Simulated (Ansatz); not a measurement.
Ansatz input

```yaml
crystal:
  lattice:
    - [0.0, 2.165005624, 2.165005624]
    - [2.165005624, 0.0, 2.165005624]
    - [2.165005624, 2.165005624, 0.0]
  atoms:
    - { symbol: Nb, position: [0.0, 0.0, 0.0], spin: 1.0 }
hamiltonian:
  xc: pbe
  pseudopotentials:
    kind: paw
    azcp:
      Nb: "pseudopotentials/Nb.paw.azcp"
basis:
  ecutwfc: 420
  fft_grid_basis: typed
kpoints:
  mp_grid: { grid: [21, 21, 21], shift: [0, 0, 0] }
magnetization:
  spin_polarized: true
scf:
  occupations: { method: fermi_dirac, width: 0.05 }
output:
  stress: true
```

Terminal output

```
Engine: ansatz 0.2.0, aarch64-unknown-linux-gnu
Pseudopotentials: kind: paw
Pseudopotential: Nb, paw, valence charge 13, recommended cutoff 420 eV (normal) 
Functional definition: PBE
  parameter kappa = 0.804
  parameter beta = 0.06672455060314922
  exchange = pbe_x(kappa = kappa, mu = beta*pi^2/3)
  correlation = pbe_c(beta = beta)
Crystal: 1 atoms, lattice volume = 20.296 Å³
Basis set: ecut = 420 eV, 411 PW (Γ)
Bands: 11, of which v1, the nominal top of the filled ones, is band 7 counted from 1 (6 counted from 0)
Symmetry: 48 space group operations
Space group: Fm-3m (ITA 225), of the structure as read, at distance tolerance 2.7e-5 Å
Magnetic group: BNS 225.116 (UNI 1618), of the structure as read, at distance tolerance 2.7e-5 Å
k-points: 286 of 9261
Non-local potential: Nb, projectors of the file, l = 0: 3, l = 1: 2, l = 2: 2, l = 3: 1
PAW form: soft (Blöchl's): semilocal exchange-correlation on the pseudo side does not see the compensation charge
PAW one-centre angular grid: Nb, 590 points (default); XC on 64 Gauss nodes
Initial density: superposition of atomic densities (chi_scale 0.1, normalization cell)
Starting moments: Σ|m| = 1 μB on 1 of 1 site
Initial wavefunctions: pseudopotential atomic-orbital guess
Functional: x = pbe(κ = 0.804, μ = 0.2195149727645171), c = pbe(β = 0.06672455060314922)
SCF iter   1: F=—  HF=-4552.227064 eV  |F-HF|=—  |Δ(HF+E_count)|=         —  Δρ=5.54e-2 (↑5.54e-2 ↓2.76e-2)  dr2=1.35e0  dr2_m=1.02e-1  M=0.310 μB ∫|m|=0.310 μB  β_m=0.30  ethr=3.10e-3  ⟨swp⟩=5.2  Hψ=35829  notcnv=0
Mixer restart at iter 1: flushing history
SCF iter   2: F=—  HF=-4552.092537 eV  |F-HF|=—  |Δ(HF+E_count)|=   1.35e-1  Δρ=4.21e-2 (↑4.21e-2 ↓2.22e-2)  dr2=7.77e-1  dr2_m=5.92e-2  M=0.251 μB ∫|m|=0.251 μB  β_m=0.65  ethr=3.10e-3  ⟨swp⟩=2.0  Hψ=13087  notcnv=0  defer=22
SCF iter   3: F=—  HF=-4551.900838 eV  |F-HF|=—  |Δ(HF+E_count)|=   1.92e-1  Δρ=3.14e-3 (↑2.96e-3 ↓3.14e-3)  dr2=2.30e-3  dr2_m=5.37e-4  M=0.052 μB ∫|m|=0.052 μB  β_m=0.77  ethr=3.10e-3  ⟨swp⟩=2.3  Hψ=11999  notcnv=0  defer=37
SCF iter   4: F=—  HF=-4551.908879 eV  |F-HF|=—  |Δ(HF+E_count)|=   8.04e-3  Δρ=9.94e-4 (↑9.01e-4 ↓9.94e-4)  dr2=2.22e-5  dr2_m=1.55e-4  M=0.024 μB ∫|m|=0.024 μB  β_m=0.89  ethr=1.77e-5  ⟨swp⟩=2.4  Hψ=12991  notcnv=0  defer=36
SCF iter   5: F=—  HF=-4551.909444 eV  |F-HF|=—  |Δ(HF+E_count)|=   5.65e-4  Δρ=3.94e-4 (↑3.86e-4 ↓3.94e-4)  dr2=1.32e-6  dr2_m=2.78e-5  M=0.010 μB ∫|m|=0.010 μB  β_m=0.94  ethr=1.71e-7  ⟨swp⟩=2.0  Hψ=9776  notcnv=0  defer=36
SCF iter   6: F=—  HF=-4551.909489 eV  |F-HF|=—  |Δ(HF+E_count)|=   4.49e-5  Δρ=6.59e-5 (↑6.59e-5 ↓4.51e-5)  dr2=2.18e-6  dr2_m=1.79e-7  M=0.001 μB ∫|m|=0.001 μB  β_m=0.93  ethr=1.01e-8  ⟨swp⟩=2.3  Hψ=10219  notcnv=0  defer=36
SCF iter   7: F=—  HF=-4551.909490 eV  |F-HF|=—  |Δ(HF+E_count)|=   7.68e-7  Δρ=5.74e-6 (↑5.20e-6 ↓5.74e-6)  dr2=1.31e-9  dr2_m=5.16e-9  M=0.000 μB ∫|m|=0.000 μB  β_m=0.95  ethr=1.01e-8  ⟨swp⟩=2.1  Hψ=9585  notcnv=0  defer=36
SCF iter   8: F=—  HF=-4551.909490 eV  |F-HF|=—  |Δ(HF+E_count)|=   1.26e-8  Δρ=7.16e-7 (↑7.16e-7 ↓5.96e-7)  dr2=1.12e-10  dr2_m=6.07e-11  M=0.000 μB ∫|m|=0.000 μB  β_m=0.98  ethr=1.01e-11  ⟨swp⟩=2.0  Hψ=10177  notcnv=0  defer=36
SCF iter   9: F=-4551.909490 eV  HF=-4551.909490 eV  |F-HF|=1.82e-12  |Δ(HF+E_count)|=  3.57e-10  Δρ=8.25e-8 (↑8.25e-8 ↓8.00e-8)  dr2=2.14e-12  dr2_m=8.31e-13  M=-0.000 μB ∫|m|=0.000 μB  ethr=1.00e-12  ⟨swp⟩=1.0  Hψ=18136  notcnv=0
SCF 1 converged in 9 iterations: F = -4551.909490 eV  dr2 = 2.14e-12
WARN: the starting moments were not kept: the SCF closed with an absolute magnetisation of 1.3e-6 μB, where they sum to 1 μB in size (1 site). That is at most 0.1 of that sum. Measured as dr2_m measures the in/out step, that magnetisation stands 2.5e-13 eV from none, at or under the dr2_threshold of 1.0e-7 eV: it is no larger than a step whose dr2_m would equal this threshold. The system may hold no moment; this SCF shows only that its start led to no more than that. To try another start: raise the starting moments (crystal.atoms[].spin, magnetization.per_species, magnetization.initial_magnetization, or on a non-collinear deck that types none of these the spinor_matrix: blocks that start its atoms; where the total moment is fixed, keep their sum and leave initial_magnetization as it is; typed ones take the place of any that the run laid by itself, positive ones on a crystal's lanthanoids without a Hubbard term where scf.initial_density.shell_occupations: [] is typed) or, if the notice of its spin-set hold's release reads "site moments contracting" or "site moments show no strong build", lengthen the hold (scf.mixing.spin_hold: { on: { confirm: 4 } }; for m-r²SCAN on two components see the key's manual first). Each may lead to a state that holds a moment. A second SCF, from the converged charge density, with the starting moments and any scf.initial_density.shell_occupations laid on it anew, would have followed, and was not run: the deck does not ask for one (magnetization.retry_lost_moments is false, the default). To let it run, set magnetization.retry_lost_moments: true and run the deck again, where that key's refused combinations let it; where memory then withholds it, that run's warning says so.
SCF converged after 9 iterations
Magnetization: -0.0000 μB (6.5000 up, 6.5000 down)
Absolute magnetization: 0.0000 μB (∫|ρ↑−ρ↓|, with the PAW one-centre terms)
Spin contamination: 0.0000 ħ² per cell (⟨S²⟩ above its minimum at these occupations)
Per-site moments (μB) at R_I (Å): [(-7.973012873683955e-7, 1.2629843803808656)]
Free energy (F): -4551.909490 eV
Harris-Foulkes:  -4551.909490 eV  (|F-HF|=1.82e-12)
Internal energy: -4551.896489 eV  (E = F + TS)
E sigma→0 (E₀):  -4551.902990 eV
Entropy (-TS):   -0.013001 eV (-13.001 meV/atom)
Fermi energy:    15.770456 eV
--- Per-component energies (eV) ---
  E_band       = -98.472060
  E_kinetic    = 390.961202
  E_local      = -762.544442  (includes V_loc(G=0)·N_el)
  E_nonlocal   = 119.273349
  E_hartree    = 236.045384
  E_xc         = -174.189662
  E_vxc        = -211.110689  (∫ρ·V_xc dr)
  E_paw        = -3073.057032  (= ΣΔE_a)
  E_vpaw       = -107.142212  (= ΣTr[D̂ρ^β])
  E_aug_tail   = 0.000007  (compensation charges beyond the density's cutoff)
  E_ewald      = -1288.385296
  E_smearing   = -0.013001  (= −TS)
  E_closure    = 0.000000  (closes the sum)
  Σ components = -4551.909490   (vs F -4551.909490, Δ=0.00e0)
--- Stress (GPa, compression-positive) ---
      -11.083848       0.000000      -0.000000
        0.000000     -11.083848      -0.000000
       -0.000000       0.000000     -11.083848
  P = ⅓ Tr σ = -11.0838 GPa (-110.838 kbar)
```
